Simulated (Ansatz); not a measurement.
# Notes on Li$_{2}$S

```
Li S
1.0
     0.00000    2.89630    2.89630
     2.89630    0.00000    2.89630
     2.89630    2.89630    0.00000
Li S
2 1
Cartesian
  1.4481 1.4481 1.4481
  4.3444 4.3444 4.3444
  0.0000 0.0000 0.0000
```

Level: r2SCAN, no spin polarisation; 500 eV; 8×8×8 Γ-centred mesh; fermi-dirac occupations (width 0.1 eV); Ansatz 0.2.0, fixed geometry.

**Formation energy.** -1.50 eV an atom against the elements' usual phases (free molecules for gases, crystals otherwise, with no correction for O₂ or N₂), so it is bound against them; other compounds may still compete. Relaxing would lower it.
**Charges.** Bader charges in e: Li +0.88, S -1.77. In the mean Li gives up most and S takes most.
**Electronic structure.** The gap is 3.90 eV, indirect (the least direct gap found is 4.67 eV).
**Contacts.** Li–S at 2.51 Å: least valence density 0.11 e/Å³ and ELF 0.03 there, a closed-shell (ionic or weak) contact. Li–Li at 2.90 Å: least valence density 0.05 e/Å³ and ELF 0.03 there, a closed-shell (ionic or weak) contact. Both are smooth PAW fields, read partly inside the augmentation spheres.
**Stress.** The pressure is -2.0 GPa (compression positive), so with the atoms held at these fractions the cell would first shrink.

Origin: a database entry at a rescaled volume.
